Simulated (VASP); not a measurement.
# BP (F-43m) in VASP: notebook, part 2 of 2

VASP 6.6.1. The steps go on from the part before.

### 4 G0W0 quasiparticle levels, PBE

File POSCAR:

```
BP
1.0
    0.0000000000      2.2690000000      2.2690000000
    2.2690000000      0.0000000000      2.2690000000
    2.2690000000      2.2690000000      0.0000000000
P B
1 1
Direct
    0.7500000000      0.7500000000      0.7500000000
    0.0000000000      0.0000000000      0.0000000000
```

File INCAR.step1:

```
PREC = Accurate
ENCUT = 450
EDIFF = 1E-8
ISMEAR = 0
SIGMA = 0.01
LREAL = F
LASPH = T
NELM = 100
ALGO = Fast
LWAVE = T
LCHARG = F
GGA = PE
```

File INCAR.step2:

```
PREC = Accurate
ENCUT = 450
EDIFF = 1E-8
ISMEAR = 0
SIGMA = 0.01
LREAL = F
LASPH = T
NELM = 1
ALGO = Exact
LWAVE = T
LCHARG = F
GGA = PE
NBANDS = 18
LOPTICS = T
ISTART = 1
```

File INCAR.step3:

```
PREC = Accurate
ENCUT = 450
EDIFF = 1E-8
ISMEAR = 0
SIGMA = 0.01
LREAL = F
LASPH = T
ALGO = EVGW0
LWAVE = F
LCHARG = F
GGA = PE
NELMGW = 1
NBANDS = 18
ENCUTGW = 75
NOMEGA = 48
PRECFOCK = Fast
ISTART = 1
NBANDSGW = 12
```

File KPOINTS:

```
regular mesh
0
Gamma
  3 3 3
```

Potentials or basis: VASP PAW PBE potentials, release 64 (P_GW, B_GW).

Started as:

```sh
cat potpaw_PBE.64/P_GW/POTCAR potpaw_PBE.64/B_GW/POTCAR > POTCAR
cp INCAR.step1 INCAR
mpirun -np 1 vasp_std > vasp.out
cp INCAR.step2 INCAR
mpirun -np 1 vasp_std > vasp.out
cp INCAR.step3 INCAR
mpirun -np 1 vasp_std > vasp.out
```

OUTCAR:

```text
PREC = Accurate
   ENCUT = 450
   EDIFF = 1E-8
   ISMEAR = 0
   LREAL = F
   LASPH = T
   GGA = PE
   NELMGW = 1
   ENCUTGW = 75
   PRECFOCK = Fast
   ISTART = 1

 Found      4 irreducible k-points:

 Following reciprocal coordinates:
            Coordinates               Weight
  0.000000  0.000000  0.000000      1.000000
  0.333333  0.000000  0.000000      8.000000
  0.333333  0.333333  0.000000      6.000000
 -0.333333  0.333333  0.000000     12.000000
   k-points           NKPTS =      4   k-points in BZ     NKDIM =     27   number of bands    NBANDS=     18
   number of dos      NEDOS =    301   number of ions     NIONS =      2
   total plane-waves  NPLWV =  13824
   dimension x,y,z NGX =    24 NGY =   24 NGZ =   24
   dimension x,y,z NGXF=    48 NGYF=   48 NGZF=   48
   ions per type =               1   1
   NGX,Y,Z   is equivalent  to a cutoff of  12.43, 12.43, 12.43 a.u.
[... 55 lines left out ...]
   NELMHF              =     1    number of iterations in the inner HF iteration
   NKREDLFX            =     1    NKREDLFY  =   1   NKREDLFZ  =   1
 non-spin polarized calculation
 Gauss-broadening in eV      SIGMA  =   0.01
  energy-cutoff  :      450.00
  volume of cell :       23.36
 maximum number of plane-waves:       531
 NGX is ok and might be reduce to    24
  NGX = 14; NGY = 14; NGZ = 14
   NGX = 11   NGY = 11   NGZ = 11
 maximum number of plane-waves:        39
 NGX is ok and might be reduce to    10

 QP shifts <psi_nk| G(iteration)W_0 |psi_nk>: iteration 1
 for sc-GW calculations column KS-energies equals QP-energies in previous step
 and V_xc(KS)=  KS-energies - (<T + V_ion + V_H > + <T+V_H+V_ion>^1  + <V_x>^1)

 k-point   1 :       0.0000    0.0000    0.0000
  band No.  KS-energies  QP-energies   sigma(KS)   V_xc(KS)     V^pw_x(r,r')   Z            occupation Imag(sigma)

      1      -8.2562      -8.5771     -12.4827     -12.0443     -20.4104       0.7321       2.0000       1.5801
      2       7.2423       7.5270     -12.9743     -13.3323     -15.6940       0.7953       2.0000       0.0979
      3       7.2423       7.5270     -12.9743     -13.3323     -15.6940       0.7953       2.0000       0.0979
      4       7.2423       7.5270     -12.9743     -13.3323     -15.6940       0.7953       2.0000       0.0979
      5      10.5996      11.6570     -10.7103     -12.0587      -6.6990       0.7842       0.0000      -0.1026
      6      10.5996      11.6570     -10.7103     -12.0587      -6.6990       0.7842       0.0000      -0.1026
      7      10.5996      11.6570     -10.7103     -12.0587      -6.6990       0.7842       0.0000      -0.1026
      8      14.6211      15.7950     -11.2207     -12.7388      -5.8616       0.7732       0.0000      -0.2646
      9      18.7364      19.2807      -8.6605      -9.3455      -3.2088       0.7945       0.0000      -0.4236
     10      19.2002      20.6893      -9.8345     -11.7529      -4.8887       0.7762       0.0000      -0.2812
     11      19.2002      20.6893      -9.8345     -11.7529      -4.8887       0.7762       0.0000      -0.2812
     12      22.8563      23.8959      -8.5616      -9.8669      -2.7229       0.7965       0.0000      -0.8051
[... 36 lines left out ...]
      1      -3.8247      -4.0050     -12.9568     -12.7142     -19.3027       0.7432       2.0000       0.7928
      2      -0.6121      -0.8611     -12.8448     -12.5124     -17.8964       0.7491       2.0000       0.4578
      3       0.8718       0.6760     -11.8867     -11.6314     -15.7545       0.7669       2.0000       0.2524
      4       4.1665       4.1935     -12.6598     -12.6946     -16.0028       0.7764       2.0000       0.1474
      5       9.8351      10.6463      -9.8936     -10.9091      -5.8143       0.7988       0.0000      -0.0963
      6      15.4335      16.5661     -10.1450     -11.5956      -5.2861       0.7808       0.0000      -0.2323
      7      15.7422      17.1264     -10.5628     -12.3392      -5.3371       0.7792       0.0000      -0.3000
      8      16.9754      18.2864     -10.7760     -12.4876      -5.3046       0.7659       0.0000      -0.3407
      9      17.6280      18.9377     -10.4473     -12.1376      -5.1107       0.7748       0.0000      -0.3363
     10      18.8698      20.1756      -9.7269     -11.3649      -4.7725       0.7972       0.0000      -0.3620
     11      25.9044      27.4069     -10.0968     -12.0790      -3.4867       0.7579       0.0000      -0.9444
     12      27.2862      28.5429      -8.5560     -10.1504      -2.6179       0.7882       0.0000      -0.9937
```

OUTCAR.step1:

```text
PREC = Accurate
   ENCUT = 450
   EDIFF = 1E-8
   ISMEAR = 0
   LREAL = F
   LASPH = T
[... 151 lines left out ...]
 -----------------------------------------------------------------------------------
      3.40350      3.40350      3.40350         0.000000      0.000000     -0.000000
      0.00000      0.00000      0.00000        -0.000000     -0.000000      0.000000
 -----------------------------------------------------------------------------------
    total drift:                               -0.000000     -0.000000     -0.000000

  FREE ENERGIE OF THE ION-ELECTRON SYSTEM (eV)
  ---------------------------------------------------
  free  energy   TOTEN  =       -12.2920936181 eV

  energy  without entropy=      -12.2920936181  energy(sigma->0) =      -12.29209362
```

It took 7.2 s on 1 thread of Intel Xeon Platinum 8488C (Sapphire Rapids), shared host; peak memory 0.16 GiB.

The run converged, but some of its settings lie outside the range that counts as converged, so its numbers aren't taken as properties of the crystal.

What came out:

| Property | Result |
| --- | --- |
| Band gap on the k mesh, mean-field level | 1.34 eV, indirect (least direct gap 3.36 eV) |
| Quasiparticle gap | 1.82 eV |
| Least direct quasiparticle gap | 4.13 eV |

Caveat: the k mesh is coarse (spacing up to 0.80 Å⁻¹), so the values aren't converged; bands, screening cutoff and mesh are small and nothing is extrapolated, so the quasiparticle values aren't converged; an odd mesh through Γ misses points on the zone boundary, where band edges often lie.

### 5 G0W0 quasiparticle levels, PBE

POSCAR is that of step 4.

INCAR.step1 is that of step 4.

Edit INCAR.step2 of step 4 so:

```diff
@@ -12,3 +12,3 @@
 GGA = PE
-NBANDS = 18
+NBANDS = 16
 LOPTICS = T
```

Edit INCAR.step3 of step 4 so:

```diff
@@ -12,4 +12,4 @@
 NELMGW = 1
-NBANDS = 18
-ENCUTGW = 75
+NBANDS = 16
+ENCUTGW = 150
 NOMEGA = 48
```

KPOINTS is that of step 4.

Potentials or basis: VASP PAW PBE potentials, release 64 (P_GW, B_GW).

Started as:

```sh
cat potpaw_PBE.64/P_GW/POTCAR potpaw_PBE.64/B_GW/POTCAR > POTCAR
cp INCAR.step1 INCAR
mpirun -np 1 vasp_std > vasp.out
cp INCAR.step2 INCAR
mpirun -np 1 vasp_std > vasp.out
cp INCAR.step3 INCAR
mpirun -np 1 vasp_std > vasp.out
```

OUTCAR:

```text
PREC = Accurate
   ENCUT = 450
   EDIFF = 1E-8
   ISMEAR = 0
   LREAL = F
   LASPH = T
   GGA = PE
   NELMGW = 1
   ENCUTGW = 150
   PRECFOCK = Fast
   ISTART = 1

 Found      4 irreducible k-points:

 Following reciprocal coordinates:
[... 86 lines left out ...]

      1      -8.2562      -8.5561     -12.4544     -12.0443     -20.4104       0.7313       2.0000       1.6141
      2       7.2423       7.5487     -12.9456     -13.3323     -15.6940       0.7924       2.0000       0.0824
      3       7.2423       7.5487     -12.9456     -13.3323     -15.6940       0.7924       2.0000       0.0824
      4       7.2423       7.5487     -12.9456     -13.3323     -15.6940       0.7924       2.0000       0.0824
      5      10.5996      11.7790     -10.5604     -12.0587      -6.6990       0.7871       0.0000      -0.1030
      6      10.5996      11.7790     -10.5604     -12.0587      -6.6990       0.7871       0.0000      -0.1030
      7      10.5996      11.7790     -10.5604     -12.0587      -6.6990       0.7871       0.0000      -0.1030
      8      14.6211      15.8447     -11.1649     -12.7388      -5.8616       0.7774       0.0000      -0.2676
      9      18.7364      19.4930      -8.3928      -9.3455      -3.2088       0.7942       0.0000      -0.4089
     10      19.2002      20.8468      -9.6406     -11.7529      -4.8887       0.7795       0.0000      -0.2800
     11      19.2002      20.8468      -9.6406     -11.7529      -4.8887       0.7795       0.0000      -0.2800
     12      22.8563      24.1459      -8.2622      -9.8669      -2.7229       0.8037       0.0000      -0.8011
[... 36 lines left out ...]
      1      -3.8247      -4.0006     -12.9502     -12.7142     -19.3027       0.7453       2.0000       0.7869
      2      -0.6121      -0.8330     -12.8063     -12.5124     -17.8964       0.7517       2.0000       0.4374
      3       0.8718       0.7231     -11.8253     -11.6314     -15.7545       0.7668       2.0000       0.2447
      4       4.1665       4.2377     -12.6031     -12.6946     -16.0028       0.7784       2.0000       0.1280
      5       9.8351      10.7543      -9.7611     -10.9091      -5.8143       0.8007       0.0000      -0.0975
      6      15.4335      16.6949      -9.9868     -11.5956      -5.2861       0.7840       0.0000      -0.2348
      7      15.7422      17.2598     -10.3983     -12.3392      -5.3371       0.7819       0.0000      -0.3052
      8      16.9754      18.3898     -10.6459     -12.4876      -5.3046       0.7680       0.0000      -0.3496
      9      17.6280      19.0562     -10.2999     -12.1376      -5.1107       0.7771       0.0000      -0.3447
     10      18.8698      20.3323      -9.5410     -11.3649      -4.7725       0.8019       0.0000      -0.3650
     11      25.9044      27.6123      -9.8417     -12.0790      -3.4867       0.7633       0.0000      -0.9702
     12      27.2862      28.7779      -8.2752     -10.1504      -2.6179       0.7955       0.0000      -1.0112
```

Run time: 7.7 s. Hardware: 1 thread of Intel Xeon Platinum 8488C (Sapphire Rapids), shared host; peak memory 0.16 GiB.

The run converged, but some of its settings lie outside the range that counts as converged, so its numbers aren't taken as properties of the crystal.

What came out:

```yaml
Band_gap_on_the_k_mesh_mean-field_level: 1.34 eV, indirect (least direct gap 3.36 eV)
Quasiparticle_gap: 1.91 eV
Least_direct_quasiparticle_gap: 4.23 eV
```

Caveat: the k mesh is coarse (spacing up to 0.80 Å⁻¹), so the values aren't converged; bands, screening cutoff and mesh are small and nothing is extrapolated, so the quasiparticle values aren't converged; an odd mesh through Γ misses points on the zone boundary, where band edges often lie.

### 6 The reference run

An earlier run on the cell as given: functional PBEsol; potentials or basis VASP PAW PBE potentials, release 64 (P, B); cutoff 520 eV; k mesh 10 × 10 × 10; occupations fermi-dirac, width 0.05 eV; no spin polarisation.

* Pressure: -1.9 GPa
* Band gap on the k mesh: 1.13 eV, indirect (least direct gap 3.36 eV)
